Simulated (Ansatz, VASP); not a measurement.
Two plane-wave programs on Te2Pb

The input INCAR:

```
SYSTEM = Te2Pb
ALGO = Normal
EDIFF = 1E-7
ENCUT = 520
GGA = PS
ISIF = 2
ISMEAR = 0
LASPH = .True.
LCHARG = .True.
LELF = .True.
LREAL = .False.
LVHAR = .True.
LWAVE = .False.
NBANDS = 20
NELM = 100
PREC = Accurate
SIGMA = 0.05
```

File KPOINTS:

```
k-points
0
Gamma
  8 8 8
  0 0 0
```

POSCAR

```
Te2Pb
1.0
    0.0000000000      3.7570908783      3.7570908783
    3.7570908783      0.0000000000      3.7570908783
    3.7570908783      3.7570908783      0.0000000000
Pb Te
1 2
Direct
    0.0000000000      0.0000000000      0.0000000000
    0.2500000000      0.2500000000      0.2500000000
    0.7500000000      0.7500000000      0.7500000000
```

Input for Ansatz:

```yaml
crystal:
  lattice:
    - [0.0, 3.7570908783, 3.7570908783]
    - [3.7570908783, 0.0, 3.7570908783]
    - [3.7570908783, 3.7570908783, 0.0]
  atoms:
    - { symbol: Pb, position: [0.0, 0.0, 0.0] }
    - { symbol: Te, position: [0.25, 0.25, 0.25] }
    - { symbol: Te, position: [0.75, 0.75, 0.75] }
basis:
  ecutwfc: 420
  ecutrho_ratio: 4
kpoints:
  mp_grid: { grid: [8, 8, 8] }
hamiltonian:
  xc: pbesol
scf:
  occupations: { method: gaussian, width: 0.05 }
output:
  forces: true
  stress: true
  eigenvalues: true
```

Alike in both runs: task single point; functional PBEsol; k mesh 8 × 8 × 8; occupations gaussian, width 0.05 eV; no spin polarisation.

|  | VASP | Ansatz |
| --- | --- | --- |
| version | VASP 6.6.1 | Ansatz 0.2.0 |
| potentials or method | VASP PAW PBE potentials, release 64 (Pb_d, Te) | scalar-relativistic, plane waves, PAW |
| plane-wave cutoff (eV) | 520 | 420 |
| valence electrons in the cell | 26 | 46 |

|  | VASP | Ansatz | Ansatz less VASP |
| --- | --- | --- | --- |
| pressure (GPa) | -0.8 | -0.8 | +0.02 |

With one functional, cell and mesh, what is left measures potentials, basis and numerics. The two sets of potentials don't hold the same shells in valence.

Caveats: the PAW data sets were made with another functional, which shifts forces and pressure a little (VASP). The runs have no spin-orbit coupling, so splittings on Pb, Te are missing.
